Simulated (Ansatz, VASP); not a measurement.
# Cross-check of GaAs between VASP and Ansatz, part 2 of 2

Aim: how closely do two programs agree when they are given the same cell, functional and k mesh? Of the first pair: The cell is taken from a series of runs on this material, whose earlier steps may have relaxed, scaled, displaced or heated it; both programs get it as it stands.

VASP 6.6.1 and Ansatz 0.2.0.

So far: Set-up; VASP: relaxation of cell and atoms, LDA; Ansatz: relaxation of cell and atoms, LDA; Side by side; Ansatz: relaxation, LDA.

## Step 6: VASP: single point, LDA, pair 2

Level of this step: LDA; plane waves and PAW (Ga_d, As) (VASP).

The same cell, functional (in two slightly different forms), mesh and smearing now go to VASP, with its own data sets.

Input file INCAR:

```
SYSTEM = GaAs
PREC = Accurate
ENCUT = 500
EDIFF = 1E-06
NELM = 120
ISMEAR = 0
SIGMA = 0.02
LREAL = .FALSE.
ALGO = Normal
GGA = CA
NBANDS = 15
LORBIT = 11
LWAVE = .FALSE.
LCHARG = .FALSE.
ISIF = 2
LASPH = .TRUE.
GGA_COMPAT = .FALSE.
EFERMI = MIDGAP
KPAR = 2
```

Input file POSCAR:

```
GaAs
1.0
    0.0000000000      2.6896188776      2.9013013335
    2.6896188776      0.0000000000      2.9013013335
    2.6896188776      2.6896188776      0.0000000000
Ga As
1 1
Direct
    0.0000000000      0.0000000000      0.0000000000
    0.7500000000      0.7500000000      0.7500000000
```

Input file KPOINTS:

```
Automatic mesh
0
Gamma
20 20 20
0 0 0
```

PAW data sets: Ga_d and As (LDA family, release 64).

Command:

```console
> mpirun -np 2 vasp_std
```

Numbers of over 12 decimals in the logs are rounded to 6 here.

The log of the run:

```text
[... set-up lines as in an earlier step ...]
 entering main loop
       N       E                     dE             d eps       ncg     rms          rms(c)
DAV:   1     0.819180894050E+02    0.81918E+02   -0.89393E+03 19657   0.166E+03
DAV:   2    -0.334072967910E+01   -0.85259E+02   -0.81493E+02 21792   0.317E+02
DAV:   3    -0.973294563301E+01   -0.63922E+01   -0.63685E+01 23528   0.694E+01
DAV:   4    -0.983119488169E+01   -0.98249E-01   -0.98230E-01 23107   0.957E+00
[...]
DAV:  10    -0.957926267397E+01   -0.19791E-05   -0.45927E-05 29888   0.837E-02    0.209E-02
DAV:  11    -0.957926698746E+01   -0.43135E-05   -0.70732E-06 23059   0.413E-02    0.306E-03
DAV:  12    -0.957926684536E+01    0.14210E-06   -0.48320E-07 14886   0.113E-02
   1 F= -.95792668E+01 E0= -.95792668E+01  d E =-.106309-129
```

From OUTCAR (step 6):

```text
  Total        1.5756096      1.5756096      0.1075510      0.0000000      0.0000000     -0.0000000
  in kB       60.1388165     60.1388165      4.1050722      0.0000000      0.0000000     -0.0000000
  external PRESSURE =      41.4609017 kB  Pullay stress =       0.0000000 kB

 POSITION                                       TOTAL-FORCE (eV/Angst)
 -----------------------------------------------------------------------------------
      0.00000      0.00000      0.00000        -0.000000     -0.000000      0.000000
      4.03443      4.03443      4.35195         0.000000      0.000000     -0.000000
 -----------------------------------------------------------------------------------
    total drift:                               -0.000004     -0.000004      0.000001

  FREE ENERGIE OF THE ION-ELECTRON SYSTEM (eV)
  ---------------------------------------------------
  free  energy   TOTEN  =        -9.5792668454 eV

  energy  without entropy=       -9.5792668454  energy(sigma->0) =       -9.57926685

[... 3 further parts left out ...]
[key lines of the parts left out:]
E-fermi :   5.0411
```

The run ends at a pressure of 4.15 GPa.

## Step 7: Differences

What differs besides the data sets and the points named for the pairs above, as far as they apply: the data sets hold 28 valence electrons in Ansatz (on its PAW soft_1 files) and 18 in VASP; Ansatz's pressure holds a Pulay correction, VASP's none. Total energies have different zeros and are not compared.

Both answers:

| quantity | Ansatz | VASP | difference |
| --- | --- | --- | --- |
| pressure (GPa) | 3.76 | 4.15 | -0.39 |
| gap on the k mesh (eV) | 0.630 | 0.677 | -0.047 |

A gap on the mesh is an upper bound, since the band edges may lie between its points.

## Step 8: Ansatz: relaxation, LDA

This run makes the geometry at which the two programs are then compared. The cell compared in this pair holds 42.49 Å³, against 41.98 Å³ for the pair before.

The structure compared here is the end of the Ansatz relaxation.

Input file input.yaml:

```yaml
crystal:
  lattice:
    - [0.0, 2.7176357409, 2.8519241969]
    - [2.7176357409, 0.0, 2.8519241969]
    - [2.7176357409, 2.7176357409, 0.0]
  atoms:
    - { symbol: Ga, position: [0.0, 0.0, 0.0] }
    - { symbol: As, position: [0.75, 0.75, 0.75] }
  conventional_axes: [[-1, 1, 1], [1, -1, 1], [1, 1, -1]]
kpoints:
  mp_grid: { grid: [20, 20, 20] }
hamiltonian:
  xc: lda
  pseudopotentials: { kind: paw, azcp: { folder: soft_1 }, xc_functional: pbe }
scf:
  occupations: { method: gaussian, width: 0.02 }
output:
  forces: true
  stress: true
  eigenvalues: true
relax:
  adjacent_minimum: "off"
  f_tol: 0.001
  max_steps: 60
  cell: { stress_tol: 0.01, fix: [a, b, gamma] }
```

Command:

```console
> ansatz run input.yaml --threads 4 --pin off --max-ram 10240MiB --backend cpu --events-out ev --progress --plain --runs-dir out
```

The log of the run:

```text
[...]
Crystal: 2 atoms, lattice volume = 42.126 Å³
Basis set: ecut = 420 eV, 821 PW (Γ)
Bands: 18, of which v1, the nominal top of the filled ones, is band 14 counted from 1 (13 counted from 0)
Symmetry: 8 space group operations
[...]
k-points: 641 of 8000 (time reversal used)
[...]
k-point 640: bands = [... 10 lower, -2.1738, 1.0520, 5.8270, 5.8270, 9.9587, 10.3552, 18.9750, 18.9750]
--- Relaxed structure (3 steps of the walk, 3 accepted, 1 SCFs on fresh bases) ---
[...]
cell:  # Å, volume = 42.4919 Å³
    - [0, 2.7176357409, 2.876693]
    - [2.7176357409, 0, 2.876693]
    - [2.7176357409, 2.7176357409, 0]
  atoms:
    - { symbol: Ga, position: [0, 0, 0] }
    - { symbol: As, position: [0.750000, 0.750000, 0.750000] }
[key lines of the parts left out:]
SCF converged after 7 iterations
Free energy (F): -8481.275223 eV
Fermi energy:    8.878453 eV
P = ⅓ Tr σ = 2.7184 GPa (27.184 kbar)
```

## Step 9: VASP: single point, LDA, pair 3

The same cell, functional (in two slightly different forms), mesh and smearing now go to VASP, with its own data sets.

INCAR is that of step 6.

Input file POSCAR:

```
GaAs
1.0
    0.0000000000      2.7176357409      2.8766925213
    2.7176357409      0.0000000000      2.8766925213
    2.7176357409      2.7176357409      0.0000000000
Ga As
1 1
Direct
    0.0000000000      0.0000000000      0.0000000000
    0.7500000000      0.7500000000      0.7500000000
```

KPOINTS is that of step 6.

Command:

```console
> mpirun -np 2 vasp_std
```

The log of the run:

```text
[... set-up lines as in an earlier step ...]
 entering main loop
       N       E                     dE             d eps       ncg     rms          rms(c)
DAV:   1     0.807353921390E+02    0.80735E+02   -0.89058E+03 19754   0.165E+03
DAV:   2    -0.350083857802E+01   -0.84236E+02   -0.80579E+02 21743   0.313E+02
DAV:   3    -0.975777090717E+01   -0.62569E+01   -0.62330E+01 23486   0.687E+01
DAV:   4    -0.985363798622E+01   -0.95867E-01   -0.95839E-01 23314   0.943E+00
[...]
DAV:  10    -0.960691063211E+01   -0.28710E-05   -0.44654E-05 29904   0.804E-02    0.212E-02
DAV:  11    -0.960691509414E+01   -0.44620E-05   -0.69359E-06 22723   0.409E-02    0.290E-03
DAV:  12    -0.960691496052E+01    0.13362E-06   -0.46030E-07 15061   0.110E-02
   1 F= -.96069150E+01 E0= -.96069150E+01  d E =-.239307-120
```

OUTCAR, selected parts (step 9):

```text
  Total        1.1762848      1.1762848      0.1020560      0.0000000     -0.0000000      0.0000000
  in kB       44.3524009     44.3524009      3.8480733      0.0000000     -0.0000000      0.0000000
  external PRESSURE =      30.8509584 kB  Pullay stress =       0.0000000 kB

 POSITION                                       TOTAL-FORCE (eV/Angst)
 -----------------------------------------------------------------------------------
      0.00000      0.00000      0.00000        -0.000000     -0.000000     -0.000000
      4.07645      4.07645      4.31504         0.000000      0.000000      0.000000
 -----------------------------------------------------------------------------------
    total drift:                               -0.000003     -0.000003     -0.000004

  FREE ENERGIE OF THE ION-ELECTRON SYSTEM (eV)
  ---------------------------------------------------
  free  energy   TOTEN  =        -9.6069149605 eV

  energy  without entropy=       -9.6069149605  energy(sigma->0) =       -9.60691496

[... 1 part as in an earlier step ...]

[... 2 further parts left out ...]
[key lines of the parts left out:]
E-fermi :   4.8552
```

The run ends at a pressure of 3.09 GPa.

## Step 10: Differences

What differs besides the data sets and the points named for the pairs above, as far as they apply: the data sets hold 28 valence electrons in Ansatz (on its PAW soft_1 files) and 18 in VASP. Total energies have different zeros and are not compared.

Compared:

| quantity | Ansatz | VASP | difference |
| --- | --- | --- | --- |
| pressure (GPa) | 2.72 | 3.09 | -0.37 |
| gap on the k mesh (eV) | 0.605 | 0.652 | -0.047 |

A gap on the mesh is an upper bound, since the band edges may lie between its points.

## Step 11: Outcome

| Item | Value |
| --- | --- |
| difference in volume (relaxation of cell and atoms, LDA) | -0.42 % |
| difference in gap on the k mesh (single point, LDA, pair 2) | -0.047 eV |
| difference in gap on the k mesh (single point, LDA, pair 3) | -0.047 eV |

**Reading.** The difference in gap on the k mesh is -0.047 eV (single point, LDA, pair 2), within the 0.08 eV picked in this series as the mark of a large difference. The data sets hold unlike numbers of valence electrons (28 in Ansatz and 18 in VASP), so part of the differences comes from the potentials. 4 further runs of this series are not shown here. Such differences can come from data sets, numerical settings and the points named under the comparisons, not from the functional's error against experiment.

[Lines on the potential files, build, host, timing and source positions are cut from VASP's logs without a mark.]

[Logs are printed without paths, hosts, clocks, repeated set-up lines and the standing remarks that a program may print on its own settings, such as how far it seeks lower states.]

[Hosts, paths, dates, database ids (printed as entryN), source tags and the programs' standing remarks are cut or masked in the printed files.]
